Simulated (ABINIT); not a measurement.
Write the native input for ABINIT 10.8.3 (patched build) that does the following.

* Task: band structure
* Functional: TB-mBJ
* Potentials or basis: JTH PAW LDA v2.0
* Cutoff: 653 eV
* k mesh: 7 × 7 × 7
* Occupations: fermi-dirac, width 0.05 eV
* Spin: no spin polarisation
* Fine-grid cutoff: 1251.72 eV

The system is WS2.

```
W S
1.0
     1.57900    0.91164    6.16333
    -1.57900    0.91164    6.16333
     0.00000   -1.82327    6.16333
W S
1 2
Direct
  0.00000 0.00000 0.00000
  0.58100 0.58100 0.58100
  0.75030 0.75030 0.75030
```

Measurements of this composition are mostly on another form, of space group No. 194.

The input as run:

run.abi

```
# Datasets: ground state, then fixed potential
ndtset 2

# Pseudopotentials
pp_dirpath "./"
pseudos "W.LDA_PW-JTH.xml, S.LDA_PW-JTH.xml"

# Structure
acell 3*1.0
rprim
     2.9838775508     1.7227425073    11.6470120147
    -2.9838775508     1.7227425073    11.6470120147
     0.0000000000    -3.4454850143    11.6470120147
ntypat 2
znucl 74 16
natom 3
typat 1 2 2
xred
     0.0000000000     0.0000000000     0.0000000000
     0.5810000000     0.5810000000     0.5810000000
     0.7503000000     0.7503000000     0.7503000000

# Plane-wave basis
ecut 24.0
pawecutdg 46.0

# Exchange and correlation
ixc -208012
usekden 1
pawxcdev 0

# Bands and occupations
occopt 3
tsmear 0.00183747

# SCF cycle
nstep 100
diemix 0.3
optforces 0
optstress 0

# Output
iomode 3
prtwf 0
prteig 0
prtebands 0
enunit 1
prtden1 1
prtkden1 1

# Dataset 1
kptopt1 1
ngkpt1 7 7 7
nshiftk1 1
shiftk1 0.0 0.0 0.0
nband1 17
tolvrs1 1.0e-7

# Dataset 2: bands along G-L-B1
iscf2 -2
getden2 1
getkden2 1
nband2 23
nbdbuf2 4
tolwfr2 1.0e-11
kptopt2 -2
ndivsm2 8
prteig2 1
prtvol2 -3
kptbounds2
     0.0000000000     0.0000000000     0.0000000000
     0.5000000000     0.0000000000     0.0000000000
     0.5000000000     0.1812521368    -0.1812521368
```

Potentials or basis: JTH PAW LDA v2.0.

The run is started by

```console
$ abinit run.abi > log 2>&1
```

It gave:

* Band gap on the k mesh: 1.38 eV, indirect (least direct gap 2.43 eV)
* Band gap along the path: 2.02 eV, direct
* Valence electrons inside the program's atomic spheres: W 11.71; S 3.64, 3.65

Caveat: the constant c of TB-mBJ comes from the pseudo density here, which moves gaps by up to 0.3 eV between sets of potentials; spin-orbit coupling is left out, which moves the levels of the heavy elements.

It took 22 min on 1 thread of Intel(R) Xeon(R) 6975P-C (Granite Rapids), with other jobs on the host, peak memory 0.38 GiB.
